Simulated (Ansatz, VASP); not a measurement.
This is a calculation of SnSe for Ansatz 0.2.0.

File input.yaml:

```yaml
crystal:
  lattice:
    - [4.3693747848, 0.0, 0.0]
    - [0.0, 4.3693747848, 0.0]
    - [0.0, 0.0, 11.206250623]
  atoms:
    - { symbol: Sn, position: [0.0, 0.5, 0.62777089] }
    - { symbol: Sn, position: [0.5, 0.0, 0.37222911] }
    - { symbol: Se, position: [0.0, 0.5, 0.38396051] }
    - { symbol: Se, position: [0.5, 0.0, 0.61603949] }
kpoints:
  mp_grid: { grid: [6, 6, 3] }
scf:
  occupations: { method: fermi_dirac, width: 0.05 }
hamiltonian:
  xc: lda
  pseudopotentials: { kind: all_electron, lapw: { basis_error: 0.002 } }
output:
  forces: true
  stress: true
  eigenvalues: true
```

Potentials or basis: all-electron LAPW, scalar-relativistic.

Run with:

```sh
$ ansatz run input.yaml --threads 2 --pin off --max-ram 8192MiB --backend cpu --events-out ev --progress --plain --runs-dir out
```

Q: Set up the same calculation for VASP 6.6.1. Potentials there: VASP PAW LDA potentials, release 64 (Sn_d, Se).

A: As run (the cutoff follows the program's own potentials):

INCAR

```
PREC = Accurate
ENCUT = 520
EDIFF = 1E-6
ISMEAR = -1
SIGMA = 0.05
LREAL = F
LASPH = T
NELM = 100
ALGO = Normal
ISIF = 2
LWAVE = F
LCHARG = F
GGA = CA
NBANDS = 28
```

File KPOINTS:

```
Automatic mesh
0
Gamma
  6 6 3
```

POSCAR

```
SnSe
1.0
    4.3693747848      0.0000000000      0.0000000000
    0.0000000000      4.3693747848      0.0000000000
    0.0000000000      0.0000000000     11.2062506230
Sn Se
2 2
Direct
    0.0000000000      0.5000000000      0.6277708900
    0.5000000000      0.0000000000      0.3722291100
    0.0000000000      0.5000000000      0.3839605100
    0.5000000000      0.0000000000      0.6160394900
```

Potentials or basis: VASP PAW LDA potentials, release 64 (Sn_d, Se).

Run with:

```console
$ cat potpaw_LDA.64/Sn_d/POTCAR potpaw_LDA.64/Se/POTCAR > POTCAR
$ mpirun -np 1 vasp_std > vasp.out
```

Both were run:

|  | VASP | Ansatz | Ansatz less VASP |
| --- | --- | --- | --- |
| gap on the k mesh at the Fermi level (eV) | 1.50 | 1.51 | +0.011 |
| least direct gap on the mesh (eV) | 1.50 | 1.51 | +0.011 |
| rms of the force components (eV/Å) | 0.265 | 0.276 | +0.0108 |

Atom by atom the forces differ by 0.011 eV/Å (rms over components). Ansatz ran all-electron here, so the differences hold the error of VASP's frozen core and of both bases.

Caveats: spin-orbit coupling is left out, which moves the levels of the heavy elements.
